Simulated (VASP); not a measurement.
# MnS (R-3m) in VASP: further runs, part 2 of 3

VASP 6.6.1. Earlier steps stand in the parts before.

### 3 Single point, PBEsol, collinear spin, antiferromagnetic start

This run uses another cell than the first one: it holds 4 atoms, not 2.

INCAR reads:

```
PREC = Accurate
ENCUT = 520
EDIFF = 1E-6
ISMEAR = -1
SIGMA = 0.05
LREAL = False
LASPH = True
NELM = 150
ALGO = Normal
ISIF = 2
LWAVE = False
LCHARG = True
ISPIN = 2
MAGMOM = 4 -4 0 0
LORBIT = 11
LMAXMIX = 4
GGA = PS
LELF = True
LVHAR = True
NBANDS = 31
```

KPOINTS reads:

```
Automatic mesh
0
Gamma
  9 9 9
```

POSCAR reads:

```
MnS
1.0
   -1.8299960138     -1.0565486911      5.9418405554
    1.8299960138     -1.0565486911      5.9418405554
    0.0000000000      2.1130973824      5.9418405554
Mn S
2 2
Direct
    0.0000000000      0.0000000000      0.0000000000
    0.5000000000      0.5000000000      0.5000000000
    0.2500000000      0.2500000000      0.2500000000
    0.7500000000      0.7500000000      0.7500000000
```

Potentials or basis: VASP PAW PBE potentials, release 64 (Mn_pv, S).

Command:

```
$ cat potpaw_PBE.64/Mn_pv/POTCAR potpaw_PBE.64/S/POTCAR > POTCAR
$ mpirun -np 1 vasp_std > vasp.out
```

OUTCAR:

```text
PREC = Accurate
   ENCUT = 520
   EDIFF = 1E-6
   ISMEAR = -1
   LREAL = False
   LASPH = True
   NELM = 150
   ISIF = 2
   ISPIN = 2
   LORBIT = 11
   GGA = PS

 ion  position               nearest neighbor table
   1  0.000  0.000  0.000-   4 2.58   3 2.58   4 2.58   4 2.58   3 2.58   3 2.58
   2  0.500  0.500  0.500-   3 2.58   4 2.58   3 2.58   3 2.58   4 2.58   4 2.58
   3  0.250  0.250  0.250-   1 2.58   2 2.58   1 2.58   1 2.58   2 2.58   2 2.58
   4  0.750  0.750  0.750-   2 2.58   1 2.58   2 2.58   2 2.58   1 2.58   1 2.58

  LATTYP: Found a trigonal (rhomboedric) cell.
 ALAT       =     6.3063975242
 COS(alpha) =     0.8315901081

  Lattice vectors:

 A1 = (  -1.8299960138,  -1.0565486911,   5.9418405554)
 A2 = (   1.8299960138,  -1.0565486911,   5.9418405554)
 A3 = (   0.0000000000,   2.1130973824,   5.9418405554)

Analysis of symmetry for initial positions (statically):
=====================================================================
 Subroutine PRICEL returns following result:

[... 1869 lines left out ...]
  Direction    XX          YY          ZZ          XY          YZ          ZX
  --------------------------------------------------------------------------------------
  -------------------------------------------------------------------------------------
  Total       -2.4038104     -2.4038104     -2.5232884      0.0000000     -0.0000000      0.0000000
  in kB      -55.8725997    -55.8725997    -58.6496686      0.0000000     -0.0000000      0.0000000
  external PRESSURE =     -56.7982894 kB  Pullay stress =       0.0000000 kB

 VOLUME and BASIS-vectors are now :
 -----------------------------------------------------------------------------
  energy-cutoff  :      520.00
  volume of cell :       68.93
      direct lattice vectors                 reciprocal lattice vectors
    -1.829996014 -1.056548691  5.941840555    -0.273224639 -0.157746319  0.056099340
     1.829996014 -1.056548691  5.941840555     0.273224639 -0.157746319  0.056099340
     0.000000000  2.113097382  5.941840555     0.000000000  0.315492638  0.056099340

 POSITION                                       TOTAL-FORCE (eV/Angst)
 -----------------------------------------------------------------------------------
      0.00000      0.00000      0.00000         0.000000      0.000000      0.000000
      0.00000      0.00000      8.91276        -0.000000     -0.000000     -0.000000
      0.00000      0.00000      4.45638         0.000000      0.000000      0.000000
      0.00000      0.00000     13.36914         0.000000     -0.000000      0.000000
 -----------------------------------------------------------------------------------
    total drift:                               -0.000000     -0.000000     -0.000000

  FREE ENERGIE OF THE ION-ELECTRON SYSTEM (eV)
  ---------------------------------------------------
  free  energy   TOTEN  =       -30.0235366529 eV

  energy  without entropy=      -30.0235130186  energy(sigma->0) =      -30.02352484

 total charge

# of ion       s       p       d       tot
------------------------------------------
    1        0.218   6.169   4.957  11.343
    2        0.218   6.169   4.957  11.343
    3        1.320   2.385   0.000   3.705
    4        1.320   2.385   0.000   3.705
--------------------------------------------------
tot          3.076  17.106   9.913  30.096

 magnetization (x)

# of ion       s       p       d       tot
------------------------------------------
    1        0.017   0.015   4.120   4.152
    2       -0.017  -0.015  -4.120  -4.152
    3        0.000   0.000   0.000   0.000
    4        0.000   0.000   0.000   0.000
--------------------------------------------------
tot          0.000   0.000   0.000   0.000
```

OSZICAR:

```text
N       E                     dE             d eps       ncg     rms          rms(c)
DAV:   1     0.382579464847E+03    0.38258E+03   -0.20413E+04 10884   0.133E+03
DAV:   2    -0.505115862338E+01   -0.38763E+03   -0.36901E+03 10785   0.387E+02
DAV:   3    -0.316587769363E+02   -0.26608E+02   -0.26097E+02 12463   0.108E+02
DAV:   4    -0.322604344693E+02   -0.60166E+00   -0.60045E+00 11887   0.163E+01
DAV:   5    -0.322710475436E+02   -0.10613E-01   -0.10611E-01 12613   0.238E+00    0.160E+01
DAV:   6    -0.301626419109E+02    0.21084E+01   -0.13911E+01 11374   0.376E+01    0.152E+01
DAV:   7    -0.300284322841E+02    0.13421E+00   -0.23756E+00 11233   0.155E+01    0.862E+00
DAV:   8    -0.300338712068E+02   -0.54389E-02   -0.17340E-01 12978   0.283E+00    0.441E+00
DAV:   9    -0.300207871924E+02    0.13084E-01   -0.23762E-02 12202   0.172E+00    0.427E-01
DAV:  10    -0.300232947615E+02   -0.25076E-02   -0.85367E-03 11586   0.580E-01    0.212E-01
DAV:  11    -0.300234727793E+02   -0.17802E-03   -0.48365E-04 11639   0.149E-01    0.120E-01
DAV:  12    -0.300235167312E+02   -0.43952E-04   -0.21694E-04 11876   0.694E-02    0.930E-02
DAV:  13    -0.300235310467E+02   -0.14316E-04   -0.14423E-05 11779   0.226E-02    0.491E-02
DAV:  14    -0.300235367148E+02   -0.56681E-05   -0.65711E-06 11844   0.183E-02    0.114E-02
DAV:  15    -0.300235366529E+02    0.61990E-07   -0.78468E-07  6992   0.751E-03
   1 F= -.30023537E+02 E0= -.30023525E+02  d E =-.236343E-04  mag=     0.0000
```

stdout:

```text
POSCAR found type information on POSCAR MnS
 POSCAR found :  2 types and       4 ions
 scaLAPACK will be used
 -----------------------------------------------------------------------------
|                                                                             |
|                                                                             |
|     You enforced a specific xc type in the INCAR file but a different       |
|     I HOPE YOU KNOW WHAT YOU ARE DOING!                                     |
|                                                                             |
 -----------------------------------------------------------------------------

 LDA part: xc-table for (Slater+PW92), standard interpolation
 POSCAR, INCAR and KPOINTS ok, starting setup
 FFT: planning ... GRIDC
 FFT: planning ... GRID_SOFT
 FFT: planning ... GRID
 WAVECAR not read
 entering main loop
```

Run time: 6.3 min. Hardware: 1 thread of Intel Xeon 6975P-C (Granite Rapids), shared host; peak memory 0.56 GiB.

What came out:

```yaml
Free_energy: -30.0235 eV
Pressure: -5.7 GPa
Band_gap_on_the_k_mesh: 0.72 eV
Net_moment: 0.00 μB per cell
Site_moments: Mn +4.15, -4.15; S +0.00 μB
Valence_electrons_inside_the_program's_atomic_spheres: Mn 11.34; S 3.71
```

Caveat: the PAW data sets were made with another functional, which shifts forces and pressure a little; an odd mesh through Γ misses points on the zone boundary, where band edges often lie.

### 4 Relaxation of cell and atoms, LDA, collinear spin, ferromagnetic start, target pressure 2 GPa, at which the enthalpy is minimised

INCAR reads:

```
SYSTEM = MnS
ALGO = Normal ; EDIFF = 1E-7
EDIFFG = -0.02 ; ENCUT = 600
IBRION = 2 ; ISIF = 3
ISMEAR = -1 ; ISPIN = 2
LASPH = .True. ; LCHARG = .False.
LMAXMIX = 4 ; LORBIT = 11
LREAL = .False. ; LWAVE = .False.
MAGMOM = 4 0 ; NELM = 150
NSW = 40 ; PREC = Accurate
PSTRESS = 20 ; SIGMA = 0.05
```

KPOINTS reads:

```
k-points
0
Gamma
  7 7 7
  0 0 0
```

POSCAR reads:

```
MnS
1.0
    1.8299960138      1.0565486912      2.9709202777
   -1.8299960138      1.0565486912      2.9709202777
    0.0000000000     -2.1130973823      2.9709202777
Mn S
1 1
Direct
    0.0000000000      0.0000000000      0.0000000000
    0.5000000000      0.5000000000      0.5000000000
```

Potentials or basis: VASP PAW LDA potentials, release 64 (Mn_pv, S).

Command:

```
$ cat potpaw_LDA.64/Mn_pv/POTCAR potpaw_LDA.64/S/POTCAR > POTCAR
$ mpirun -np 1 vasp_std > vasp.out
```

OUTCAR:

```text
SYSTEM = MnS
   EDIFF = 1E-7
   EDIFFG = -0.02
   ENCUT = 600
   IBRION = 2
   ISIF = 3
   ISMEAR = -1
   ISPIN = 2
   LASPH = .True.
   LORBIT = 11
   LREAL = .False.
   NELM = 150
   NSW = 40
   PREC = Accurate
   PSTRESS = 20

 ion  position               nearest neighbor table
   1  0.000  0.000  0.000-   2 2.58   2 2.58   2 2.58   2 2.58   2 2.58   2 2.58
   2  0.500  0.500  0.500-   1 2.58   1 2.58   1 2.58   1 2.58   1 2.58   1 2.58

  LATTYP: Found a trigonal (rhomboedric) cell.
 ALAT       =     3.6457575130
 COS(alpha) =     0.4960879726

  Lattice vectors:

 A1 = (   1.8299960138,   1.0565486912,   2.9709202777)
 A2 = (  -1.8299960138,   1.0565486912,   2.9709202777)
 A3 = (   0.0000000000,  -2.1130973823,   2.9709202777)

Analysis of symmetry for initial positions (statically):
=====================================================================
 Subroutine PRICEL returns:
[... 741 lines left out ...]
      5       2.7484      1.00000
      6       4.5399      1.00000
      7       4.7088      1.00000
      8       7.1968      1.00000
      9       7.8102      1.00000
     10       8.6409      1.00000
     11       8.7100      1.00000
     12      10.9358      0.00000
     13      15.3498      0.00000
     14      16.9628      0.00000
     15      16.9826      0.00000

 [... further k-points ...]

 spin component 2

 k-point     1 :       0.0000    0.0000    0.0000
  band No.  band energies     occupation
      1     -36.5229      1.00000
      2     -36.5229      1.00000
      3     -36.5212      1.00000
      4      -6.4218      1.00000
      5       8.1056      1.00000
      6       8.1056      1.00000
      7       8.1335      1.00000
      8       8.9583      1.00000
      9       8.9583      1.00000
     10       8.9776      1.00000
     11       9.0737      1.00000
     12       9.0737      1.00000
     13      15.0318      0.00000
     14      20.5485      0.00000
[... 448 lines left out ...]
  energy  without entropy=      -15.3720287786  energy(sigma->0) =      -15.37990230

  enthalpy is  TOTEN    =       -15.0585984749 eV   P V=        0.3291773551

 reached required accuracy - stopping structural energy minimisation

 total charge

# of ion       s       p       d       tot
------------------------------------------
    1        0.284   6.263   5.200  11.748
    2        1.320   2.424   0.000   3.744
--------------------------------------------------
tot          1.604   8.687   5.200  15.492

 magnetization (x)

# of ion       s       p       d       tot
------------------------------------------
    1        0.048   0.032   2.890   2.970
    2        0.016   0.030   0.000   0.046
--------------------------------------------------
tot          0.065   0.061   2.890   3.016
```

OSZICAR:

```text
N       E                     dE             d eps       ncg     rms          rms(c)
DAV:   1     0.152300913315E+03    0.15230E+03   -0.11591E+04  2656   0.147E+03
[... 49 lines left out ...]
DAV:   3    -0.153882640620E+02    0.71277E-02   -0.15969E-02  2640   0.213E+00    0.248E-01
DAV:   4    -0.153878748975E+02    0.38916E-03   -0.16769E-03  2724   0.256E-01    0.184E-01
DAV:   5    -0.153877940936E+02    0.80804E-04   -0.28216E-04  2843   0.210E-01    0.772E-02
DAV:   6    -0.153877808683E+02    0.13225E-04   -0.25222E-05  3250   0.473E-02    0.385E-02
DAV:   7    -0.153877761016E+02    0.47667E-05   -0.98555E-06  3039   0.285E-02    0.193E-02
DAV:   8    -0.153877757904E+02    0.31122E-06   -0.24944E-06  2956   0.131E-02    0.398E-03
DAV:   9    -0.153877758300E+02   -0.39616E-07   -0.16508E-07  2340   0.416E-03
   4 F= -.15058598E+02 E0= -.15050725E+02  d E =-.438597E+00  mag=     3.1849
```

Run time: 1.9 min. Hardware: 1 thread of AMD EPYC 9R45 (Zen 5), shared host; peak memory 0.17 GiB.

What came out:

| Quantity | Value |
| --- | --- |
| Free energy | -15.3878 eV |
| Relaxed volume | 13.19 Å³/atom |
| Relaxed cell | a = 3.338 Å, b = 3.338 Å, c = 3.338 Å, α = 60.12°, β = 60.12°, γ = 60.12° |
| Space group after relaxing (to 0.05 Å) | Fm-3m (No. 225) |
| Energy change on relaxing (the enthalpy is what falls) | -168.8 meV/atom |
| Ionic steps | 4 |
| Pressure after relaxing | 1.9 GPa |
| Band gap on the k mesh | none (metal or under the smearing width) |
| Net moment | 3.18 μB per cell |
| Site moments | Mn +2.97; S +0.05 μB |
| Valence electrons inside the program's atomic spheres | Mn 11.75; S 3.74 |

The path:
```tsv
step	energy change (eV)	largest force (eV/Å)	pressure (GPa)	volume (Å³)
1	0.0000	0.0000	-11.25	34.47
2	-0.3342	0.0000	-3.03	27.83
3	-0.3348	0.0000	2.72	26.18
4	-0.3375	0.0000	1.90	26.37
```

Final structure:
```
Mn S
1.0
     1.67200    0.96533    2.72299
    -1.67200    0.96533    2.72299
     0.00000   -1.93066    2.72299
Mn S
1 1
Direct
  0.00000 0.00000 0.00000
  0.50000 0.50000 0.50000
```

Levels at points of the mesh, in eV from the Fermi level:
Spin up:
```tsv
k point	band 8	band 9	band 10	band 11	band 12	band 13	band 14	band 15
(0.00, 0.00, 0.00)	-2.84	-2.84	-1.91	-1.91	-1.89	4.72	9.78	9.78
```
Spin down:
```tsv
k point	band 6	band 7	band 8	band 9	band 10	band 11
(0.00, 0.00, 0.00)	-1.72	-1.69	-0.86	-0.86	-0.84	-0.75
```

Caveat: the cell is relaxed towards a set pressure, so the enthalpy falls and the energy may rise; the volume moved by over 15 % at a fixed basis, so the end points are rough; a cell with one magnetic atom can't hold antiferromagnetic order, which such compounds often take; semilocal functionals often make such compounds metallic where correlation or magnetic order opens a gap, which also shifts bond lengths.

### 5 Relaxation of cell and atoms, LDA, collinear spin, ferromagnetic start, target pressure 5 GPa, at which the enthalpy is minimised

INCAR: that of step 4 with these lines changed.

```diff
@@ -10,2 +10,2 @@
 NSW = 40 ; PREC = Accurate
-PSTRESS = 20 ; SIGMA = 0.05
+PSTRESS = 50 ; SIGMA = 0.05
```

KPOINTS is that of step 4.

POSCAR is that of step 4.

Command:

```
$ cat potpaw_LDA.64/Mn_pv/POTCAR potpaw_LDA.64/S/POTCAR > POTCAR
$ mpirun -np 1 vasp_std > vasp.out
```

Wall time 1.9 min (1 thread of AMD EPYC 9R45 (Zen 5), shared host); peak memory 0.17 GiB.

It converged, with:

```
Free energy                                            : -15.3754 eV
Relaxed volume                                         : 12.89 Å³/atom
Relaxed cell                                           : a = 3.312 Å, b = 3.312 Å, c = 3.312 Å, α = 60.13°, β = 60.13°, γ = 60.13°
Space group after relaxing (to 0.05 Å)                 : Fm-3m (No. 225)
Energy change on relaxing (the enthalpy is what falls) : -162.6 meV/atom
Ionic steps                                            : 4
Pressure after relaxing                                : 4.9 GPa
Band gap on the k mesh                                 : none (metal or under the smearing width)
Net moment                                             : 3.11 μB per cell
Site moments                                           : Mn +2.90; S +0.05 μB
Valence electrons inside the program's atomic spheres  : Mn 11.79; S 3.75
```

Stress tensor (GPa, compression positive):
```
4.83 0.00 0.00
0.00 4.83 0.00
0.00 0.00 5.04
```

The path:
```tsv
step	energy change (eV)	largest force (eV/Å)	pressure (GPa)	volume (Å³)
1	0.0000	0.0000	-11.25	34.47
2	-0.3385	0.0000	1.53	26.46
3	-0.3197	0.0000	5.86	25.61
4	-0.3252	0.0000	4.90	25.77
```

Final structure:
```yaml
crystal:
  lattice:
    - [1.65945, 0.95808, 2.70160]
    - [-1.65945, 0.95808, 2.70160]
    - [0.00000, -1.91617, 2.70160]
  atoms:
    - { symbol: Mn, position: [0.00000, 0.00000, 0.00000] }
    - { symbol: S, position: [0.50000, 0.50000, 0.50000] }
```

Levels at points of the mesh, in eV from the Fermi level:
Spin up:
```tsv
k point	band 8	band 9	band 10	band 11	band 12	band 13	band 14	band 15
(0.00, 0.00, 0.00)	-2.83	-2.83	-1.88	-1.88	-1.85	5.04	9.91	9.91
```
Spin down:
```tsv
k point	band 5	band 6	band 7	band 8	band 9	band 10	band 11	band 12
(0.00, 0.00, 0.00)	-1.68	-1.68	-1.65	-0.93	-0.93	-0.90	-0.80	-0.80
```

Caveat: the cell is relaxed towards a set pressure, so the enthalpy falls and the energy may rise; the volume moved by over 15 % at a fixed basis, so the end points are rough; a cell with one magnetic atom can't hold antiferromagnetic order, which such compounds often take; semilocal functionals often make such compounds metallic where correlation or magnetic order opens a gap, which also shifts bond lengths.

[end of part 2 of 3]
